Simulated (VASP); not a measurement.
# Cs2AgBiBr6 (Fm-3m) in VASP: a series of runs

The runs below take Cs2AgBiBr6 through band structure, dielectric tensor, optical spectrum, with PBE.

All numbers are computed with VASP 6.6.1; they aren't measurements. Logs are shortened: lines on timing, memory, paths and dates and some standing lists are left out, and cuts for length are marked.

## 1. The crystal as given

It takes space group Fm-3m (No. 225, cubic). The conventional cell has a = 11.187 Å, b = 11.187 Å, c = 11.187 Å, α = 90.00°, β = 90.00°, γ = 90.00°. Cs (site symmetry -43m) is surrounded by 12 Br at 3.96 Å. Ag (site symmetry m-3m) is surrounded by 6 Br at 2.75 Å. Bi (site symmetry m-3m) is surrounded by 6 Br at 2.84 Å. Around Br (site symmetry 4mm) lie 1 Ag at 2.75 Å and 1 Bi at 2.84 Å.

## 2. Band structure, PBE, spin-orbit coupling, no magnetisation

INCAR reads:

```
SYSTEM = Cs2AgBiBr6
PREC = Accurate ; ENCUT = 520
EDIFF = 1E-6 ; ISMEAR = 0
SIGMA = 0.03 ; LREAL = .FALSE.
LASPH = .TRUE. ; NELM = 80
ALGO = Fast ; ISIF = 2
LWAVE = .FALSE. ; LCHARG = .FALSE.
LNONCOLLINEAR = .TRUE. ; MAGMOM = 0 0 0 0 0 0 0 0 0 0 0 0 0 0 0 0 0 0 0 0 0 0 0 0 0 0 0 0 0 0
LORBIT = 11 ; LSORBIT = .TRUE.
GGA_COMPAT = .FALSE. ; LMAXMIX = 4
GGA = PE ; NBANDS = 106
KPAR = 4
```

KPOINTS reads:

```
regular mesh
0
G
  4 4 4
  0 0 0
```

POSCAR reads:

```
Cs2AgBiBr6                              
1.0
    0.0000000000      5.5936098718      5.5936098718
    5.5936098718      0.0000000000      5.5936098718
    5.5936098718      5.5936098718      0.0000000000
  Cs              Ag              Bi              Br            
     2     1     1     6
Direct
     0.2500000000000000    0.2500000000000000    0.2500000000000000
     0.7500000000000000    0.7500000000000000    0.7500000000000000
     0.5000000000000000    0.5000000000000000    0.5000000000000000
     0.0000000000000000    0.0000000000000000    0.0000000000000000
     0.2539881990043966    0.7460118009956034    0.2539881990043966
     0.2539881990043966    0.7460118009956034    0.7460118009956034
     0.7460118009956034    0.2539881990043966    0.7460118009956034
     0.7460118009956034    0.2539881990043966    0.2539881990043966
     0.2539881990043966    0.2539881990043966    0.7460118009956034
     0.7460118009956034    0.7460118009956034    0.2539881990043966
```

KPOINTS_OPT reads:

```
explicit points
252
Reciprocal
 0.0000000000  0.0000000000  0.0000000000 1
 0.0357142857  0.0000000000  0.0357142857 1
 0.0714285714  0.0000000000  0.0714285714 1
 0.1071428571  0.0000000000  0.1071428571 1
 0.1428571429  0.0000000000  0.1428571429 1
 0.1785714286  0.0000000000  0.1785714286 1
[... 244 lines left out ...]
 0.4778788300  0.0221211700  0.5000000000 1
 0.5221211700 -0.0221211700  0.5000000000 1
```

Potentials or basis: VASP PAW PBE potentials, release 64 (Cs_sv, Ag, Bi_d, Br).

Run with:

```console
$ cat potpaw_PBE.64/Cs_sv/POTCAR potpaw_PBE.64/Ag/POTCAR potpaw_PBE.64/Bi_d/POTCAR potpaw_PBE.64/Br/POTCAR > POTCAR
$ mpirun -np 4 vasp_ncl > vasp.out
```

OUTCAR:

```text
SYSTEM = Cs2AgBiBr6
   PREC = Accurate
   ENCUT = 520
   EDIFF = 1E-6
   ISMEAR = 0
   LREAL = .FALSE.
   LASPH = .TRUE.
   NELM = 80
   ISIF = 2
   LNONCOLLINEAR = .TRUE.
   LORBIT = 11
   LSORBIT = .TRUE.
   GGA = PE

 ion  position               nearest neighbor table
   1  0.250  0.250  0.250-
   2  0.750  0.750  0.750-
   3  0.500  0.500  0.500-   5 2.75   6 2.75   7 2.75   8 2.75   9 2.75  10 2.75
   4  0.000  0.000  0.000-   5 2.84   6 2.84   7 2.84   8 2.84   9 2.84  10 2.84
   5  0.254  0.746  0.254-   3 2.75   4 2.84
   6  0.254  0.746  0.746-   3 2.75   4 2.84
   7  0.746  0.254  0.746-   3 2.75   4 2.84
   8  0.746  0.254  0.254-   3 2.75   4 2.84
   9  0.254  0.254  0.746-   3 2.75   4 2.84
  10  0.746  0.746  0.254-   3 2.75   4 2.84

  LATTYP: Found a face centered cubic cell.
 ALAT       =    11.1872197436

  Lattice vectors:

 A1 = (   0.0000000000,   5.5936098718,   5.5936098718)
 A2 = (   5.5936098718,   0.0000000000,   5.5936098718)
 A3 = (   5.5936098718,   5.5936098718,   0.0000000000)

Analysis of symmetry for initial positions (statically):
=====================================================================
 Subroutine PRICEL returns:
 Original cell was already a primitive cell.

 Routine SETGRP: Setting up the symmetry group for a
 face centered cubic supercell.

 Subroutine GETGRP returns: Found 48 space group operations
 (whereof 48 operations were pure point group operations)
 out of a pool of 48 trial point group operations.

The static configuration has the point symmetry O_h .

Analysis of symmetry for dynamics (positions and initial velocities):
=====================================================================
 Subroutine PRICEL returns:
 Original cell was already a primitive cell.

 Routine SETGRP: Setting up the symmetry group for a
 face centered cubic supercell.

 Subroutine GETGRP returns: Found 48 space group operations
 (whereof 48 operations were pure point group operations)
 out of a pool of 48 trial point group operations.

The dynamic configuration has the point symmetry O_h .

Analysis of structural, dynamic, and magnetic symmetry:
=====================================================================
 Subroutine PRICEL returns:
 Original cell was already a primitive cell.

 Routine SETGRP: Setting up the symmetry group for a
 face centered cubic supercell.

 Subroutine GETGRP returns: Found 48 space group operations
 (whereof 48 operations were pure point group operations)
 out of a pool of 48 trial point group operations.

The overall configuration has the point symmetry O_h .

 Subroutine INISYM returns: Found 48 space group operations
 (whereof 48 operations are pure point group operations),
 and found     1 'primitive' translations

----------------------------------------------------------------------------------------

                                     Primitive cell

  volume of cell :     350.0310

  direct lattice vectors                    reciprocal lattice vectors
     0.000000000  5.593609872  5.593609872    -0.089387714  0.089387714  0.089387714
     5.593609872  0.000000000  5.593609872     0.089387714 -0.089387714  0.089387714
     5.593609872  5.593609872  0.000000000     0.089387714  0.089387714 -0.089387714

  length of vectors
     7.910558943  7.910558943  7.910558943     0.154824062  0.154824062  0.154824062

  position of ions in fractional coordinates (direct lattice)
     0.250000000  0.250000000  0.250000000
     0.750000000  0.750000000  0.750000000
     0.500000000  0.500000000  0.500000000
     0.000000000  0.000000000  0.000000000
     0.253988199  0.746011801  0.253988199
     0.253988199  0.746011801  0.746011801
     0.746011801  0.253988199  0.746011801
     0.746011801  0.253988199  0.253988199
     0.253988199  0.253988199  0.746011801
     0.746011801  0.746011801  0.253988199
[... 120 lines left out ...]
  free energy    TOTEN  =       -30.55467576 eV

  energy without entropy =      -30.55467576  energy(sigma->0) =      -30.55467576

 E-fermi :   1.7397     XC(G=0):  -8.2229

 val. band max:        1.5818530900   @ k =   0.5000   0.5000   0.0000
 cond. band min:       2.6098224136   @ k =   0.5000   0.0000   0.0000
 fundamental gap:      1.0279693236
 Fermi energy:         1.7397439087

 k-point     1 :       0.0000    0.0000    0.0000
  band No.  band energies     occupation
      1     -23.1546      1.00000
      2     -23.1546      1.00000
      3     -23.1546      1.00000
      4     -23.1546      1.00000
      5     -20.1987      1.00000
      6     -20.1987      1.00000
[... 797 lines left out ...]
     97       7.3241      0.00000
     98       7.3833      0.00000
 [bands above 98 left out]

------------------------ aborting loop because EDIFF is reached ----------------------------------------

  FORCE on cell =-STRESS in cart. coord.  units (eV):
  Direction    XX          YY          ZZ          XY          YZ          ZX
  --------------------------------------------------------------------------------------
  -------------------------------------------------------------------------------------
  Total        4.3659111      4.3659111      4.3659111      0.0000000     -0.0000000      0.0000000
  in kB       19.9838407     19.9838407     19.9838407      0.0000000     -0.0000000      0.0000000
  external PRESSURE =      19.9838407 kB  Pullay stress =       0.0000000 kB

 VOLUME and BASIS-vectors are now :
 -----------------------------------------------------------------------------
  energy-cutoff  :      520.00
  volume of cell :      350.03
      direct lattice vectors                 reciprocal lattice vectors
     0.000000000  5.593609872  5.593609872    -0.089387714  0.089387714  0.089387714
     5.593609872  0.000000000  5.593609872     0.089387714 -0.089387714  0.089387714
     5.593609872  5.593609872  0.000000000     0.089387714  0.089387714 -0.089387714

 POSITION                                       TOTAL-FORCE (eV/Angst)
 -----------------------------------------------------------------------------------
      2.79680      2.79680      2.79680        -0.000000      0.000000      0.000000
      8.39041      8.39041      8.39041        -0.000000     -0.000000     -0.000000
      5.59361      5.59361      5.59361        -0.000000      0.000000      0.000000
      0.00000      0.00000      0.00000        -0.000000      0.000000     -0.000000
      5.59361      2.84142      5.59361        -0.000000      0.019900      0.000000
      8.34580      5.59361      5.59361        -0.019900      0.000000      0.000000
      5.59361      8.34580      5.59361        -0.000000     -0.019900      0.000000
      2.84142      5.59361      5.59361         0.019900      0.000000      0.000000
      5.59361      5.59361      2.84142        -0.000000      0.000000      0.019900
      5.59361      5.59361      8.34580        -0.000000      0.000000     -0.019900
 -----------------------------------------------------------------------------------
    total drift:                               -0.000000      0.000000      0.000000

  FREE ENERGIE OF THE ION-ELECTRON SYSTEM (eV)
  ---------------------------------------------------
  free  energy   TOTEN  =       -30.5546757574 eV

  energy  without entropy=      -30.5546757574  energy(sigma->0) =      -30.55467576

 Spin-Orbit-Coupling matrix elements

 Ion:    1  E_soc:     -0.3240926
 l=   1
     0.0000000    -0.0539908    -0.0539908
    -0.0539908     0.0000000    -0.0539908
    -0.0539908    -0.0539908     0.0000000
 l=   2
     0.0000000    -0.0000046     0.0000000    -0.0000046    -0.0000200
    -0.0000046     0.0000000    -0.0000150    -0.0000046    -0.0000050
     0.0000000    -0.0000150     0.0000000    -0.0000150     0.0000000
    -0.0000046    -0.0000046    -0.0000150     0.0000000    -0.0000050
    -0.0000200    -0.0000050     0.0000000    -0.0000050     0.0000000
 l=   3
     0.0000000     0.0000000     0.0000000     0.0000000     0.0000000     0.0000000     0.0000000
     0.0000000     0.0000000     0.0000000     0.0000000     0.0000000     0.0000000     0.0000000
     0.0000000     0.0000000     0.0000000     0.0000000     0.0000000     0.0000000     0.0000000
     0.0000000     0.0000000     0.0000000     0.0000000     0.0000000     0.0000000     0.0000000
[... 169 lines left out ...]
 l=   2
     0.0000000    -0.0000003     0.0000000    -0.0000003    -0.0000003
    -0.0000003     0.0000000     0.0000018    -0.0000004    -0.0000005
     0.0000000     0.0000018     0.0000000     0.0000018     0.0000000
    -0.0000003    -0.0000004     0.0000018     0.0000000    -0.0000005
    -0.0000003    -0.0000005     0.0000000    -0.0000005     0.0000000
 l=   3
     0.0000000     0.0000000     0.0000000     0.0000000     0.0000000     0.0000000     0.0000000
     0.0000000     0.0000000     0.0000000     0.0000000     0.0000000     0.0000000     0.0000000
     0.0000000     0.0000000     0.0000000     0.0000000     0.0000000     0.0000000     0.0000000
     0.0000000     0.0000000     0.0000000     0.0000000     0.0000000     0.0000000     0.0000000
     0.0000000     0.0000000     0.0000000     0.0000000     0.0000000     0.0000000     0.0000000
     0.0000000     0.0000000     0.0000000     0.0000000     0.0000000     0.0000000     0.0000000
     0.0000000     0.0000000     0.0000000     0.0000000     0.0000000     0.0000000     0.0000000

 total charge

# of ion       s       p       d       tot
------------------------------------------
    1        1.832   4.710   0.018   6.560
    2        1.832   4.710   0.018   6.560
    3        0.259   0.200   9.305   9.764
    4        1.644   0.972   9.983  12.599
    5        1.613   3.245   0.014   4.872
    6        1.613   3.245   0.014   4.872
    7        1.613   3.245   0.014   4.872
    8        1.613   3.245   0.014   4.872
    9        1.613   3.245   0.014   4.872
   10        1.613   3.245   0.014   4.872
--------------------------------------------------
tot         15.248  30.059  19.406  64.713

 magnetization (x)

# of ion       s       p       d       tot
------------------------------------------
    1       -0.000  -0.000   0.000  -0.000
    2       -0.000  -0.000   0.000  -0.000
    3        0.000   0.000  -0.000   0.000
    4       -0.000  -0.000  -0.000  -0.000
    5       -0.000   0.000   0.000  -0.000
    6        0.000   0.000  -0.000  -0.000
    7       -0.000   0.000   0.000   0.000
    8        0.000   0.000  -0.000  -0.000
    9        0.000   0.000  -0.000   0.000
   10        0.000   0.000  -0.000   0.000
--------------------------------------------------
tot         -0.000   0.000  -0.000   0.000

 magnetization (y)

# of ion       s       p       d       tot
------------------------------------------
    1       -0.000  -0.000   0.000  -0.000
    2        0.000  -0.000   0.000  -0.000
    3       -0.000   0.000   0.000  -0.000
    4        0.000   0.000  -0.000   0.000
    5        0.000   0.000   0.000   0.000
    6        0.000  -0.000  -0.000  -0.000
    7        0.000   0.000   0.000   0.000
    8        0.000   0.000  -0.000   0.000
    9       -0.000   0.000   0.000   0.000
   10       -0.000   0.000   0.000   0.000
--------------------------------------------------
tot         -0.000   0.000  -0.000   0.000

 magnetization (z)

# of ion       s       p       d       tot
------------------------------------------
    1       -0.000  -0.000   0.000  -0.000
    2        0.000  -0.000   0.000   0.000
    3       -0.000  -0.000  -0.000  -0.000
    4       -0.000   0.000   0.000  -0.000
    5        0.000  -0.000  -0.000  -0.000
    6       -0.000   0.000   0.000  -0.000
    7        0.000  -0.000  -0.000  -0.000
    8       -0.000   0.000   0.000   0.000
    9        0.000   0.000   0.000   0.000
   10        0.000   0.000   0.000   0.000
--------------------------------------------------
tot         -0.000  -0.000   0.000  -0.000
```

Wall time 43 min (4 MPI ranks of Intel Xeon 6975P-C (Granite Rapids), shared host); peak memory 1.6 GiB.

What came out:

```yaml
Free_energy: -30.5547 eV
Pressure: 2.0 GPa
Largest_force: 0.020 eV/Å
Valence_electrons_inside_the_program's_atomic_spheres: Cs 6.56; Ag 9.76; Bi 12.60; Br 4.87
```

Forces on the atoms (eV/Å):
```
Cs   0.000  0.000  0.000
Cs   0.000  0.000  0.000
Ag   0.000  0.000  0.000
Bi   0.000  0.000  0.000
Br   0.000  0.020  0.000
Br  -0.020  0.000  0.000
Br   0.000 -0.020  0.000
Br   0.020  0.000  0.000
Br   0.000  0.000  0.020
Br   0.000  0.000 -0.020
```

## 3. Dielectric tensor, PBE

INCAR reads:

```
SYSTEM = Cs2AgBiBr6
ALGO = Fast
EDIFF = 1E-8
ENCUT = 520
GGA = PE
ISIF = 2
ISMEAR = 0
KPAR = 4
LASPH = .True.
LCHARG = .False.
LEPSILON = .True.
LREAL = .False.
LWAVE = .False.
NELM = 80
PREC = Accurate
SIGMA = 0.03
```

KPOINTS reads:

```
k-points
0
Monkhorst
  6 6 6
  0 0 0
```

POSCAR is that of step 2.

Potentials or basis: VASP PAW PBE potentials, release 64 (Cs_sv, Ag, Bi_d, Br).

Run with:

```console
$ cat potpaw_PBE.64/Cs_sv/POTCAR potpaw_PBE.64/Ag/POTCAR potpaw_PBE.64/Bi_d/POTCAR potpaw_PBE.64/Br/POTCAR > POTCAR
$ mpirun -np 4 vasp_std > vasp.out
```

OUTCAR:

```text
SYSTEM = Cs2AgBiBr6
   EDIFF = 1E-8
   ENCUT = 520
   GGA = PE
   ISIF = 2
   ISMEAR = 0
   LASPH = .True.
   LEPSILON = .True.
   LREAL = .False.
   NELM = 80
   PREC = Accurate

 ion  position               nearest neighbor table
   1  0.250  0.250  0.250-
   2  0.750  0.750  0.750-
   3  0.500  0.500  0.500-   5 2.75   6 2.75   7 2.75   8 2.75   9 2.75  10 2.75
   4  0.000  0.000  0.000-   5 2.84   6 2.84   7 2.84   8 2.84   9 2.84  10 2.84
   5  0.254  0.746  0.254-   3 2.75   4 2.84
   6  0.254  0.746  0.746-   3 2.75   4 2.84
   7  0.746  0.254  0.746-   3 2.75   4 2.84
   8  0.746  0.254  0.254-   3 2.75   4 2.84
   9  0.254  0.254  0.746-   3 2.75   4 2.84
  10  0.746  0.746  0.254-   3 2.75   4 2.84

  LATTYP: Found a face centered cubic cell.
 ALAT       =    11.1872197436

  Lattice vectors:

 A1 = (   0.0000000000,   5.5936098718,   5.5936098718)
[... 1586 lines left out ...]
  x     0.00000     0.00000     0.00000     0.00000     0.00000     0.00000
  y     0.00000     0.00000     0.00000     0.00000     0.00000     0.00000
  z     0.00000     0.00000     0.00000     0.00000     0.00000     0.00000

 PIEZOELECTRIC TENSOR (including local field effects)  for field in x, y, z        (C/m^2)
          XX          YY          ZZ          XY          YZ          ZX
  --------------------------------------------------------------------------------
  x     0.00000     0.00000     0.00000     0.00000     0.00000     0.00000
  y     0.00000     0.00000     0.00000     0.00000     0.00000     0.00000
  z     0.00000     0.00000     0.00000     0.00000     0.00000     0.00000

 BORN EFFECTIVE CHARGES (including local field effects) (in |e|, cummulative output)
 ---------------------------------------------------------------------------------
 ion    1
    1     1.34867     0.00000     0.00000
    2    -0.00000     1.34867    -0.00000
    3     0.00000    -0.00000     1.34867
 ion    2
    1     1.34867     0.00000     0.00000
    2    -0.00000     1.34867    -0.00000
    3    -0.00000     0.00000     1.34867
 ion    3
    1     1.77076    -0.00000     0.00000
    2    -0.00000     1.77076     0.00000
    3     0.00000     0.00000     1.77076
 ion    4
    1     4.81859    -0.00000     0.00000
    2    -0.00000     4.81859     0.00000
    3     0.00000     0.00000     4.81859
 ion    5
[... 8 lines left out ...]
    1    -0.77473     0.00000     0.00000
    2    -0.00000    -3.09389     0.00000
    3     0.00000     0.00000    -0.77473
 ion    8
    1    -3.09389    -0.00000     0.00000
    2     0.00000    -0.77473     0.00000
    3     0.00000     0.00000    -0.77473
 ion    9
    1    -0.77473    -0.00000     0.00000
    2    -0.00000    -0.77473     0.00000
    3     0.00000     0.00000    -3.09389
 ion   10
    1    -0.77473    -0.00000     0.00000
    2    -0.00000    -0.77473     0.00000
    3     0.00000     0.00000    -3.09389
```

Wall time 47 min (4 MPI ranks of Intel Xeon 6975P-C (Granite Rapids), shared host); peak memory 2.6 GiB.

Results:

```yaml
Electronic_dielectric_tensor_diagonal: 5.27
Born_charges_mean_of_the_diagonal: Cs +1.35; Ag +1.77; Bi +4.82; Br -1.55 e
```

Electronic dielectric tensor:
```
5.27 0.00 0.00
0.00 5.27 0.00
0.00 0.00 5.27
```

Born effective charge tensors (e):
atom 1, Cs
```
1.35 0.00 0.00
0.00 1.35 0.00
0.00 0.00 1.35
```
atom 2, Cs
```
1.35 0.00 0.00
0.00 1.35 0.00
0.00 0.00 1.35
```
atom 3, Ag
```
1.77 0.00 0.00
0.00 1.77 0.00
0.00 0.00 1.77
```
atom 4, Bi
```
4.82 0.00 0.00
0.00 4.82 0.00
0.00 0.00 4.82
```
atom 5, Br
```
-0.77  0.00  0.00
 0.00 -3.09  0.00
 0.00  0.00 -0.77
```
atom 6, Br
```
-3.09  0.00  0.00
 0.00 -0.77  0.00
 0.00  0.00 -0.77
```
atom 7, Br
```
-0.77  0.00  0.00
 0.00 -3.09  0.00
 0.00  0.00 -0.77
```
atom 8, Br
```
-3.09  0.00  0.00
 0.00 -0.77  0.00
 0.00  0.00 -0.77
```
atom 9, Br
```
-0.77  0.00  0.00
 0.00 -0.77  0.00
 0.00  0.00 -3.09
```
atom 10, Br
```
-0.77  0.00  0.00
 0.00 -0.77  0.00
 0.00  0.00 -3.09
```

Caveat: spin-orbit coupling is left out, which moves the levels of the heavy elements.

[end of part 1 of 2]
